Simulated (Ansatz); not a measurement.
Fe: frozen-core PAW against all-electron methods

```yaml
crystal:
  lattice:
    - [2.43416, 0.00000, 0.00000]
    - [-1.21708, 2.10804, 0.00000]
    - [0.00000, 0.00000, 3.76510]
  atoms:
    - { symbol: Fe, position: [0.33333, 0.66667, 0.25000] }
    - { symbol: Fe, position: [0.66667, 0.33333, 0.75000] }
```

Atoms are numbered in the order listed.

Conventional cell: a = 2.434 Å, b = 2.434 Å, c = 3.765 Å, α = 90.00°, β = 90.00°, γ = 120.00°. Fe (atom 1) is surrounded by 12 Fe at 2.35 to 2.43 Å.

Structure from Materials Project entry mp-136 (possibly hypothetical), not relaxed further. The listed cell was then made from it by scaling, straining or moving an atom.

Spin polarisation is left out, and whether a magnetic state lies lower isn't shown here.

Levels of theory: DFT, PBE, PAW with Ansatz's default frozen-core files, scalar-relativistic (Ansatz 0.2.0); DFT, PBE, all-electron LAPW, scalar-relativistic (Ansatz 0.2.0).

For PAW: a Γ-centred 17×17×10 k mesh, Fermi–Dirac smearing of 0.08 eV, cutoff 420 eV, no spin polarisation. LAPW targets a basis error of 0.25 meV/atom. The Ansatz runs share mesh, smearing and spin set-up. Plane-wave (PAW) pressures include the program's estimate of the Pulay term.

Stress and pressure are positive in compression.

PAW results:

```tsv
quantity	PAW
pressure (GPa)	18.45
stress xx (GPa)	14.33
stress zz (GPa)	26.68
```

Question: What does full-potential LAPW give for the same quantities?

Answer: 
```tsv
quantity	LAPW
pressure (GPa)	18.30
stress xx (GPa)	14.21
stress zz (GPa)	26.48
```
